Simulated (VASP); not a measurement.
## BeTe: band structure with HSE06

The system is BeTe.

```
Te Be
1.0
     0.00000    2.77000    2.77000
     2.77000    0.00000    2.77000
     2.77000    2.77000    0.00000
Te Be
1 1
Cartesian
  4.1550 4.1550 4.1550
  0.0000 0.0000 0.0000
```

* Program: VASP 6.6.1
* Task: band structure
* Functional: HSE06
* Potentials or basis: VASP PAW PBE potentials, release 64 (Te, Be)
* Cutoff: 520 eV
* k mesh: 4 × 4 × 4
* Occupations: fermi-dirac, width 0.05 eV
* Spin: no spin polarisation
* Grid for exact exchange (PRECFOCK): Fast
* Screening parameter: 0.2 1/A
* Further INCAR settings: ALGO = Normal; EDIFF = 1e-07; NBANDS = 11

```yaml
Pressure: 3.6 GPa
Band_gap_on_the_k_mesh: 2.54 eV, indirect (least direct gap 4.45 eV)
Band_gap_along_the_path: 2.54 eV, indirect (least direct gap 4.45 eV)
```

Levels at the corners of the path, in eV from the valence-band top:
| point | band 2 | band 3 | band 4 | band 5 | band 6 | band 7 |
| --- | --- | --- | --- | --- | --- | --- |
| Γ | 0.00 | 0.00 | 0.00 | 4.45 | 4.45 | 4.45 |
| X | -5.95 | -3.08 | -3.08 | 2.54 | 3.34 | 11.44 |
| X | -5.95 | -3.08 | -3.08 | 2.54 | 3.34 | 11.44 |
| W | -5.32 | -4.30 | -3.72 | 6.15 | 6.45 | 6.69 |
| W | -5.32 | -4.30 | -3.72 | 6.15 | 6.45 | 6.69 |
| K | -5.53 | -4.51 | -2.60 | 3.37 | 6.23 | 9.29 |
| K | -5.53 | -4.51 | -2.60 | 3.37 | 6.23 | 9.29 |
| Γ | 0.00 | 0.00 | 0.00 | 4.45 | 4.45 | 4.45 |
| Γ | 0.00 | 0.00 | 0.00 | 4.45 | 4.45 | 4.45 |
| L | -6.45 | -1.32 | -1.32 | 4.01 | 5.47 | 5.47 |
| L | -6.45 | -1.32 | -1.32 | 4.01 | 5.47 | 5.47 |
| U | -5.53 | -4.51 | -2.60 | 3.37 | 6.23 | 9.29 |
| U | -5.53 | -4.51 | -2.60 | 3.37 | 6.23 | 9.29 |
| W | -5.32 | -4.30 | -3.72 | 6.15 | 6.45 | 6.69 |
| W | -5.32 | -4.30 | -3.72 | 6.15 | 6.45 | 6.69 |
| L | -6.45 | -1.32 | -1.32 | 4.01 | 5.47 | 5.47 |
| L | -6.45 | -1.32 | -1.32 | 4.01 | 5.47 | 5.47 |
| K | -5.53 | -4.51 | -2.60 | 3.37 | 6.23 | 9.29 |
| U | -5.53 | -4.51 | -2.60 | 3.37 | 6.23 | 9.29 |
| X | -5.95 | -3.08 | -3.08 | 2.54 | 3.34 | 11.44 |

Wall time 11 min on 1 thread of Intel(R) Xeon(R) Platinum 8488C (Sapphire Rapids), with other jobs on the host, peak memory 0.27 GiB.

Caveat: the k mesh is coarse (spacing up to 0.49 Å⁻¹), so the values aren't converged, least of all with exact exchange; the PAW data sets were made with another functional, which shifts forces and pressure a little; spin-orbit coupling is left out, which moves the levels of the heavy elements.
